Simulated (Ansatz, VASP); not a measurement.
## Two plane-wave programs on CuI

File INCAR:

```
SYSTEM = CuI
ALGO = Normal ; EDIFF = 1E-6
ENCUT = 520 ; GGA = PE
ISIF = 2 ; ISMEAR = 0
LASPH = .TRUE. ; LCHARG = .FALSE.
LREAL = .FALSE. ; LWAVE = .FALSE.
NBANDS = 16 ; NELM = 100
PREC = Accurate ; SIGMA = 0.01
```

The input KPOINTS:

```
k-points
0
G
  6 6 6
  0 0 0
```

POSCAR

```
CuI
1.0
    0.0000000000      3.0120291112      3.0120291112
    3.0120291112      0.0000000000      3.0120291112
    3.0120291112      3.0120291112      0.0000000000
Cu I
1 1
Direct
    0.0000000000      0.0000000000      0.0000000000
    0.2500000000      0.2500000000      0.2500000000
```

Input for Ansatz:

```yaml
crystal:
  lattice:
    - [0.0, 3.0120291112, 3.0120291112]
    - [3.0120291112, 0.0, 3.0120291112]
    - [3.0120291112, 3.0120291112, 0.0]
  atoms:
    - { symbol: Cu, position: [0.0, 0.0, 0.0] }
    - { symbol: I, position: [0.25, 0.25, 0.25] }
kpoints:
  mp_grid: { grid: [6, 6, 6] }
hamiltonian:
  xc: pbe
scf:
  occupations: { method: fixed }
  n_extra_bands: 4
output:
  forces: true
  stress: true
  eigenvalues: true
  write_density: true
  write_potential: true
  elf: true
  volumetric_format: npy
```

The cell was built by a generator and needn't be a form met in nature.

Alike in both runs: task single point; functional PBE; k mesh 6 × 6 × 6; no spin polarisation.

|  | VASP | Ansatz |
| --- | --- | --- |
| version | VASP 6.6.1 | Ansatz 0.2.0 |
| potentials or method | VASP PAW PBE potentials, release 64 (Cu, I) | plane waves, PAW |
| plane-wave cutoff (eV) | 520 | 420 |
| occupations | gaussian, width 0.01 eV | fixed |
| valence electrons in the cell | 18 | 36 |

|  | VASP | Ansatz | Ansatz less VASP |
| --- | --- | --- | --- |
| gap on the k mesh at the Fermi level (eV) | 1.19 | 1.17 | -0.023 |
| pressure (GPa) | 1.1 | 1.2 | +0.01 |

The two sets of potentials don't hold the same shells in valence.

Caveats: spin-orbit coupling is left out, which moves the levels of the heavy elements. As with any semilocal functional, this PBE gap is likely too small.
